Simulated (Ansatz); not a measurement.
Input and command of a plane-wave DFT calculation in Ansatz:

```yaml
crystal:
  lattice:
    - [12.23845525, 0.0, 0.0]
    - [0.0, 2.23343126, 0.0]
    - [0.0, 0.0, 7.1930008]
  atoms:
    - { symbol: Ir, position: [0.25, 0.0, 0.1639884], spin: 1.06 }
    - { symbol: Ir, position: [0.75, 0.0, 0.8360116], spin: 1.06 }
basis:
  ecutwfc: 420
kpoints:
  mp_grid: { grid: [6, 24, 8] }
hamiltonian:
  xc: pbe
  dispersion: d3bj
scf:
  occupations: { method: gaussian, width: 0.15 }
output:
  forces: true
  stress: true
  eigenvalues: true
  populations: true
  write_density: true
  write_potential: true
  elf: true
  volumetric_format: npy
magnetization:
  spin_polarized: true
```

```bash
ansatz run input.yaml --threads 1 --pin off --max-ram 2560MiB --backend cpu --events-out ev --progress --plain --runs-dir out
```

Processor: Arm Neoverse V1, 1 thread, on a host shared with other jobs.

Estimate time, memory and problem size.

About 3.8 min on 1 thread of Arm Neoverse V1, with other jobs on the host, peak memory 1.6 GiB. It solves 23 bands at 260 k points (the mesh reduced by the symmetry that the task leaves, which can be less than the crystal's) with about 3859 plane waves, in 11 SCF iterations.
